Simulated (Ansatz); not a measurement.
# VSi2, relaxed

Wanted: the geometry at rest of VSi2 (a borrowed structure type, volume estimated), relaxing cell and atoms at 20 GPa, and its electronic structure there.

All numbers below are computed with Ansatz 0.2.0 (DFT, r2SCAN, no spin polarisation, plane waves, PAW).

## (1) The cell

The structure is orthorhombic, space group Cmc2_1 (No. 36). Conventional cell: a = 3.015 Å, b = 10.631 Å, c = 4.737 Å, α = 90.00°, β = 90.00°, γ = 90.00°. Around Si (site symmetry m) lie 1 Si at 2.05 Å and 4 V at 2.36 to 2.37 Å. Around Si (site symmetry m) lie 1 Si at 2.05 Å and 3 V at 2.37 Å. V (site symmetry m) has 7 Si at 2.36 to 2.37 Å as nearest neighbours.

Its coordinates follow in the input file.

It starts from an earlier solution of the starting cell (checkpoint.read).

## (2) The relaxation

input.yaml

```yaml
crystal:
  lattice:
    - [3.014822, 0.0, 0.0]
    - [1.507411, -5.315351, 0.0]
    - [0.0, 0.0, -4.737373]
  atoms:
    - { symbol: Si, position: [0.4299, 0.1402, 0.8833] }
    - { symbol: Si, position: [0.5701, 0.8598, 0.3833] }
    - { symbol: Si, position: [0.298, 0.404, 0.1997] }
    - { symbol: Si, position: [0.702, 0.596, 0.6997] }
    - { symbol: V, position: [0.09314, 0.81372, 0.0] }
    - { symbol: V, position: [0.90686, 0.18628, 0.5] }
  symmetry: { tolerance: 0.0003 }
kpoints:
  mp_grid: { grid: [6, 6, 4], shift: [0, 0, 0] }
magnetization:
  spin_polarized: false
scf:
  occupations: { method: fermi_dirac }
  lower_state_search: "off"
hamiltonian:
  pseudopotentials: { kind: paw }
  xc: r2scan
basis:
  ecutwfc: 500
  fft_grid_basis: typed
relax:
  max_steps: 40
  cell: { p_target: 20.0 }
  f_tol: 0.03
output:
  forces: true
  stress: true
  eigenvalues: true
  bader: true
  populations: true
  elf: true
  write_potential: true
  volumetric_format: npy
  dos:
    e_range: [-12, 8]
    de: 0.05
    projected: { site_lists: { Si: [Si], V: [V] } }
checkpoint:
  read: saved_state
```

Command:

```console
$ ansatz run input.yaml --threads 2 --pin off --max-ram 2560MiB --backend cpu --events-out ev --progress --plain --runs-dir out
```

**Question.** What will these runs give? Wanted: moves; largest move; cell; volume; pressure at the end; character; Bader charges.

The runs gave:

| quantity | value |
| --- | --- |
| moves | 19 |
| largest move | 0.84 Å (Si) |
| space group (0.01 Å), before / after | Cmc2_1 / Cmcm |
| cell | a = 3.264 Å, b = 6.293 Å, c = 3.498 Å, α = 90.00°, β = 90.00°, γ = 74.97° |
| volume | 11.57 Å³/atom (-8.6 %) |
| pressure at the end | 20.00 GPa |
| character | metal |
| density of states, mean within 0.25 eV of the Fermi level | 2.9 per eV per cell |
| Bader charges | Si -0.48 to -0.27, V +0.75 e |

The volume shrank by 8.6 %, and the largest move of an atom is 0.84 Å apart from the change of the cell. The shape changed more than that tells: the edges moved by +8, +14, -26 %. Within 0.01 Å the space group went from Cmc2_1 to Cmcm. It is a metal; within 0.25 eV of the Fermi level the density of states averages 2.9 per eV per cell, mostly V d (73 %) and Si p (15 %). V loses most charge (+0.75 e on average) and Si gains most (-0.37 e).

Caveats: no spin polarisation, so a magnetic state may lie lower; the k mesh is coarse for a cell without a gap.
